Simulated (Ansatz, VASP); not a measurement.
**Fe: VASP beside Ansatz**

```
Fe
1.0
     2.35322    0.00000    0.00000
    -1.17661    2.03794    0.00000
     0.00000    0.00000    4.09286
Fe
2
Direct
  0.33333 0.66667 0.25000
  0.66667 0.33333 0.75000
```

Alike in both runs: task single point; functional PBEsol; k mesh 33 × 33 × 18; occupations gaussian, width 0.15 eV; no spin polarisation.

|  | VASP | Ansatz |
| --- | --- | --- |
| version | VASP 6.6.1 | Ansatz 0.2.0 |
| potentials or method | VASP PAW PBE potentials, release 64 (Fe) | scalar-relativistic, plane waves, PAW |
| plane-wave cutoff (eV) | 520 | 420 |
| valence electrons in the cell | 16 | 32 |

Ansatz gave:

```
gap on the k mesh at the Fermi level (eV)       : none
pressure (GPa)                                  : 2.5
largest component of the traceless stress (GPa) : 31.75
```

What did VASP give for the same quantities?

gap on the k mesh at the Fermi level (eV): none; pressure (GPa): 2.1; largest component of the traceless stress (GPa): 30.95.

A gap of «none» marks a metal or a gap that the smearing closes. With one functional, cell and mesh, what is left measures potentials, basis and numerics. The two sets of potentials don't hold the same shells in valence.

Caveats: the PAW data sets were made with another functional, which shifts forces and pressure a little (VASP); the run has no spin polarisation, though such a crystal can be magnetic. Spin polarisation is off, so any magnetic state and its effect on volume and gap are missing.
